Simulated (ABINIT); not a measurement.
# ZnS (F-43m) in ABINIT: settings compared

Aim: see how the results for ZnS move with the level of theory and the settings. Levels: PBE, PBE-EpsX. Tasks: dielectric tensor, single point.

All numbers are computed with ABINIT 10.8.3 (patched build); they aren't measurements. Logs are shortened: lines on timing, memory, paths and dates and some standing lists are left out, and cuts for length are marked. The log counts tension as positive stress, the text compression.

**The experiment to reproduce.**

A printed reference work, monograph reports, for a bulk crystal of ZnS: high-frequency dielectric constant 5.14.

From “Electronic, vibrational, and thermodynamic properties of ZnS (zincblende and rocksalt structure)”, 2009, arxiv:0911.5022, for a bulk crystal of ZnS at 19 K: band gap 3.85 eV (direct).

How close the calculation comes is told below.

### 1 Starting point

Symmetry: F-43m, No. 216, cubic system. The conventional cell has a = 5.404 Å, b = 5.404 Å, c = 5.404 Å, α = 90.00°, β = 90.00°, γ = 90.00°. Zn (site symmetry -43m) has 4 S at 2.34 Å as nearest neighbours. S (site symmetry -43m) has 4 Zn at 2.34 Å as nearest neighbours.

### 2 Dielectric tensor, PBE

File run.abi:

```
# Datasets
ndtset 3

# Pseudopotentials
pp_dirpath "./"
pseudos "Zn.upf, S.upf"

# Structure
acell 3*1.0 Angstrom
rprim
     0.0000000000     2.7020000000     2.7020000000
     2.7020000000     0.0000000000     2.7020000000
     2.7020000000     2.7020000000     0.0000000000
ntypat 2
znucl 30 16
natom 2
typat 1 2
xred
            3/4            3/4            3/4
            0.0            0.0            0.0

# Plane-wave basis
ecut 40.0

# k points
ngkpt 4 4 4
nshiftk 4
shiftk
     0.5000000000     0.5000000000     0.5000000000
     0.5000000000     0.0000000000     0.0000000000
     0.0000000000     0.5000000000     0.0000000000
     0.0000000000     0.0000000000     0.5000000000

# Exchange and correlation
ixc 11

# Bands and occupations
nband 13
occopt 1

# SCF cycle
nstep 80
diemac 6.0

# Output
prteig 0
prtebands 0
prtwf 0
prtden 0
prtpot 0

# Dataset 1: ground state
kptopt1 1
tolvrs1 1.0e-15
prtwf1 1

# Dataset 2: derivatives of the wave functions by k
iscf2 -3
rfelfd2 2
rfdir2 1 1 1
getwfk2 1
kptopt2 2
nqpt2 1
qpt2 0.0 0.0 0.0
tolwfr2 1.0e-18
prtwf2 1

# Dataset 3: response at q = 0 to electric field
rfelfd3 3
rfdir3 1 1 1
getwfk3 1
getddk3 2
kptopt3 2
nqpt3 1
qpt3 0.0 0.0 0.0
tolvrs3 1.0e-10
```

File mrgddb.in:

```
merged_DDB
ZnS
2
runo_DS1_DDB
runo_DS3_DDB
```

File anaddb.abi:

```
ddb_filepath "merged_DDB"
output_file "anaddb.abo"
outdata_prefix "ana"
asr 1
chneut 1
dipdip 1
dieflag 2
enunit 0
```

Potentials or basis: PseudoDojo NC SR PBE v0.4.1 standard.

Command:

```bash
$ mpirun --bind-to none -np 4 abinit run.abi > log 2>&1
$ mrgddb < mrgddb.in > mrgddb.log 2>&1
$ anaddb anaddb.abi > anaddb.log 2>&1
```

run.abo:

```text
.Version 10.8.3 of ABINIT
 DATASET    1 : space group F-4 3 m (#216); Bravais cF (face-center cubic)
================================================================================
 Values of the parameters that define the memory need for DATASET  1.
     intxc =       0    ionmov =       0      iscf =       7    lmnmax =       6
     lnmax =       6     mgfft =      45  mpssoang =       3    mqgrid =    3001
     natom =       2  nloc_mem =       1    nspden =       1   nspinor =       1
    nsppol =       1      nsym =      24    n1xccc =    2501    ntypat =       2
    occopt =       1   xclevel =       2
       mpw =        3236          nfft =       91125          nkpt =          10
================================================================================
================================================================================

 DATASET    2 : space group F-4 3 m (#216); Bravais cF (face-center cubic)
================================================================================
 Values of the parameters that define the memory need for DATASET  2 (RF).
     intxc =       0      iscf =      -3    lmnmax =       6     lnmax =       6
     mgfft =      45  mpssoang =       3    mqgrid =    3001     natom =       2
  nloc_mem =       1    nspden =       1   nspinor =       1    nsppol =       1
      nsym =      24    n1xccc =    2501    ntypat =       2    occopt =       1
   xclevel =       2
      nfft =       91125          nkpt =         128
================================================================================
================================================================================

 DATASET    3 : space group F-4 3 m (#216); Bravais cF (face-center cubic)
================================================================================
 Values of the parameters that define the memory need for DATASET  3 (RF).
     intxc =       0      iscf =       7    lmnmax =       6     lnmax =       6
     mgfft =      45  mpssoang =       3    mqgrid =    3001     natom =       2
  nloc_mem =       1    nspden =       1   nspinor =       1    nsppol =       1
      nsym =      24    n1xccc =    2501    ntypat =       2    occopt =       1
   xclevel =       2
      nfft =       91125          nkpt =         128
================================================================================
================================================================================

--------------------------------------------------------------------------------
------------- Echo of variables that govern the present computation ------------
--------------------------------------------------------------------------------
 -outvars: echo values of preprocessed input variables --------
            acell      1.8897261259E+00  1.8897261259E+00  1.8897261259E+00 Bohr
              amu      6.53900000E+01  3.20660000E+01
           diemac      6.00000000E+00
             ecut      4.00000000E+01 Hartree
           getddk1          0
           getddk2          0
           getddk3          2
           getwfk1          0
[... 558 lines left out ...]
    (  non-var. 2DEtotal :   -1.2013596818E+02 Ha)
================================================================================

 ---- first-order wavefunction calculations are completed ----

 ==> Compute Derivative Database <==
 The violation of the charge neutrality conditions
 by the effective charges is as follows :
    atom        electric field
 displacement     direction
       1               1       -0.009466        0.000000
       1               2        0.000000        0.000000
       1               3       -0.000000        0.000000
       2               1        0.000000        0.000000
       2               2       -0.009466        0.000000
       2               3        0.000000        0.000000
       3               1       -0.000000        0.000000
       3               2       -0.000000        0.000000
       3               3       -0.009466        0.000000

 Effective charge tensors after
 imposition of the charge neutrality (if requested by user),
 and eventual restriction to some part :
   atom    displacement
         1         1    2.004680E+00    1.613912E-15   -1.162123E-15
         1         2    2.502091E-15    2.004680E+00    1.176345E-15
         1         3   -2.502091E-15   -1.613912E-15    2.004680E+00
         2         1   -2.004680E+00   -1.613912E-15    1.162123E-15
         2         2   -2.502091E-15   -2.004680E+00   -1.176345E-15
         2         3    2.502091E-15    1.613912E-15   -2.004680E+00
 Now, the imaginary part of the dynamical matrix is zeroed

  Dielectric tensor, in cartesian coordinates,
     j1       j2             matrix element
  dir pert dir pert     real part    imaginary part

   1    4   1    4         5.9928406901        -0.0000000000

   2    4   2    4         5.9928406901        -0.0000000000

   3    4   3    4         5.9928406901        -0.0000000000

  Effective charges, in cartesian coordinates,
  (from electric field response)
   if specified in the inputs, charge neutrality has been imposed
     j1       j2             matrix element
  dir pert dir pert     real part    imaginary part

   1    1   1    4         2.0046797111         0.0000000000
   1    2   1    4        -2.0046797111         0.0000000000

   2    1   2    4         2.0046797111         0.0000000000
   2    2   2    4        -2.0046797111         0.0000000000

   3    1   3    4         2.0046797111         0.0000000000
   3    2   3    4        -2.0046797111         0.0000000000

== END DATASET(S) ==============================================================
================================================================================

 -outvars: echo values of variables after computation  --------
            acell      1.8897261259E+00  1.8897261259E+00  1.8897261259E+00 Bohr
           etotal1    -2.2013906144E+02
           etotal2    -3.4916432202E+01
           etotal3    -1.2013596837E+02
            fcart1     1.0464504534E-28  1.0464504534E-28 -3.1393513601E-28
                      -1.0464504534E-28 -1.0464504534E-28  3.1393513601E-28
            fcart3     0.0000000000E+00  0.0000000000E+00  0.0000000000E+00
                       0.0000000000E+00  0.0000000000E+00  0.0000000000E+00
            rprim      0.0000000000E+00  2.7020000000E+00  2.7020000000E+00
                       2.7020000000E+00  0.0000000000E+00  2.7020000000E+00
                       2.7020000000E+00  2.7020000000E+00  0.0000000000E+00
           strten1    -5.1660902634E-05 -5.1660902634E-05 -5.1660902634E-05
                       0.0000000000E+00  0.0000000000E+00  0.0000000000E+00
           strten3     0.0000000000E+00  0.0000000000E+00  0.0000000000E+00
                       0.0000000000E+00  0.0000000000E+00  0.0000000000E+00
           xangst      4.0530000000E+00  4.0530000000E+00  4.0530000000E+00
                       0.0000000000E+00  0.0000000000E+00  0.0000000000E+00
             xred      7.5000000000E-01  7.5000000000E-01  7.5000000000E-01
                       0.0000000000E+00  0.0000000000E+00  0.0000000000E+00
 Calculation completed.
```

It took 4.5 min on 4 MPI ranks of Arm Neoverse V1, shared host; peak memory 0.6 GiB.

What came out:

* Free energy: -5990.2890 eV
* Pressure: 1.5 GPa
* Electronic dielectric tensor (diagonal): 5.99
* Born charges (mean of the diagonal): Zn +2.00; S -2.00 e

Electronic dielectric tensor:
```
5.99 0.00 0.00
0.00 5.99 0.00
0.00 0.00 5.99
```

Born effective charge tensors (e):
atom 1, Zn
```
2.00 0.00 0.00
0.00 2.00 0.00
0.00 0.00 2.00
```
atom 2, S
```
-2.00  0.00  0.00
 0.00 -2.00  0.00
 0.00  0.00 -2.00
```

(Part 1 of 2 ends here.)
